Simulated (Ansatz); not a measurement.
SrO in the rocksalt structure

Method: PBE, scalar-relativistic; no spin polarisation; PAW, 420 eV, 12×12×12 k-mesh, Gaussian smearing of 0.05 eV; code Ansatz; PAW files: Ansatz's generated set soft_2.

```cif
data_structure
_symmetry_space_group_name_H-M 'P 1'
_symmetry_Int_Tables_number 1
_cell_length_a 3.6734
_cell_length_b 3.6734
_cell_length_c 3.6734
_cell_angle_alpha 60.000
_cell_angle_beta 60.000
_cell_angle_gamma 60.000
_cell_volume 35.05
loop_
_atom_site_label
_atom_site_type_symbol
_atom_site_fract_x
_atom_site_fract_y
_atom_site_fract_z
_atom_site_occupancy
Sr1 Sr 0.50000 0.50000 0.50000 1
O1 O 0.00000 0.00000 0.00000 1
```

The start was a prototype's sites filled with these elements; the Crystallography Open Database holds the compound in this structure.

Task: Which orbitals make up the states within about 0.6 eV of the valence edge?

Result: O 2p 98 % (shares among the projected shells); the gap is 3.33 eV. The projected shells catch only 2 % of the states at the conduction edge, which lie mostly on empty orbitals that aren't projected.

Density of states (tetrahedra, averaged over 0.4 eV; states/eV per cell of 2 atoms; energy in eV from the Fermi level; projections on Löwdin-orthogonalised atomic orbitals, summed over sites):

```tsv
E	total	O 2p	Sr 5s	Sr 4p	O 2s
-3.65	0.31	0.23	0.06	0.00	0.00
-3.25	1.73	1.37	0.26	0.02	0.01
-2.85	2.21	1.87	0.20	0.03	0.01
-2.45	5.07	4.64	0.06	0.06	0.00
-2.05	5.08	4.71	0.02	0.11	0.00
-1.65	0.61	0.58	0.00	0.01	0.00
-1.25	0.00	0.00	0.00	0.00	0.00
-0.85	0.00	0.00	0.00	0.00	0.00
-0.45	0.00	0.00	0.00	0.00	0.00
-0.05	0.00	0.00	0.00	0.00	0.00
0.35	0.00	0.00	0.00	0.00	0.00
0.75	0.00	0.00	0.00	0.00	0.00
1.15	0.00	0.00	0.00	0.00	0.00
1.55	0.01	0.00	0.00	0.00	0.00
1.95	0.17	0.00	0.00	0.00	0.00
2.35	0.33	0.01	0.01	0.00	0.00
2.75	0.48	0.02	0.04	0.00	0.01
3.15	0.66	0.03	0.06	0.00	0.02
3.55	0.85	0.04	0.09	0.00	0.02
3.95	1.30	0.07	0.15	0.00	0.03
4.35	1.45	0.12	0.26	0.01	0.03
4.75	1.29	0.13	0.39	0.01	0.04
5.15	1.72	0.13	0.57	0.01	0.04
5.55	1.70	0.11	0.52	0.01	0.03
5.95	1.13	0.03	0.23	0.00	0.01
```

Formal charges Sr²⁺, O²⁻ balance and leave closed shells on every ion, so a band insulator is expected, and the gap is 3.33 eV.

Kohn–Sham gaps of semilocal functionals lie under measured ones, often by a third or more.
